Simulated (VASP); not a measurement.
Write the native input for VASP 6.6.1 that does the following.

```yaml
Task: relaxation of cell and atoms
Functional: PBEsol
Potentials_or_basis: VASP PAW PBE potentials, release 64 (Ga_d, As)
Cutoff: 600 eV
k_mesh: 10 × 10 × 10
Occupations: gaussian, width 0.03 eV
Spin: no spin polarisation
Further_INCAR_settings: ALGO = Normal; EDIFF = 1e-06; IBRION = 2; EDIFFG = -0.01; NSW = 90; ISIF = 3
```

The structure of GaAs lies in POSCAR:

```
GaAs
1.0
    0.0000000000      2.8268500000      2.8268500000
    2.8268500000      0.0000000000      2.8268500000
    2.8268500000      2.8268500000      0.0000000000
Ga As
1 1
Direct
    0.0000000000      0.0000000000      0.0000000000
    0.2500000000      0.2500000000      0.2500000000
```

The input as run:

INCAR

```
SYSTEM = GaAs
  PREC = Accurate
  ENCUT = 600
  EDIFF = 1E-6
  ISMEAR = 0
  SIGMA = 0.03
  LREAL = .FALSE.
  LASPH = .TRUE.
  NELM = 80
  ALGO = Normal
  ISIF = 3
  LWAVE = .FALSE.
  LCHARG = .FALSE.
  GGA = PS
  IBRION = 2
  NSW = 90
  EDIFFG = -0.01
```

KPOINTS

```
regular mesh
0
G
  10 10 10
  0 0 0
```

Potentials or basis: VASP PAW PBE potentials, release 64 (Ga_d, As).

The run is started by

```sh
$ cat potpaw_PBE.64/Ga_d/POTCAR potpaw_PBE.64/As/POTCAR > POTCAR
$ mpirun -np 1 vasp_std > vasp.out
```

Results of the run:

| Quantity | Value |
| --- | --- |
| Relaxed volume | 22.70 Å³/atom |
| Relaxed cell | a = 4.004 Å, b = 4.004 Å, c = 4.004 Å, α = 60.00°, β = 60.00°, γ = 60.00° |
| Space group after relaxing (to 0.05 Å) | F-43m (No. 216) |
| Energy gained by relaxing | 0.1 meV/atom |
| Ionic steps | 3 |
| Pressure after relaxing | 0.0 GPa |
| Band gap on the k mesh | 0.42 eV, direct |

Caveat: the PAW data sets were made with another functional, which shifts forces and pressure a little.

Run time: 58 s on 1 thread of Intel(R) Xeon(R) Platinum 8259CL CPU @ 2.50GHz (Skylake/Cascade Lake) (shared host), peak memory 0.2 GiB.
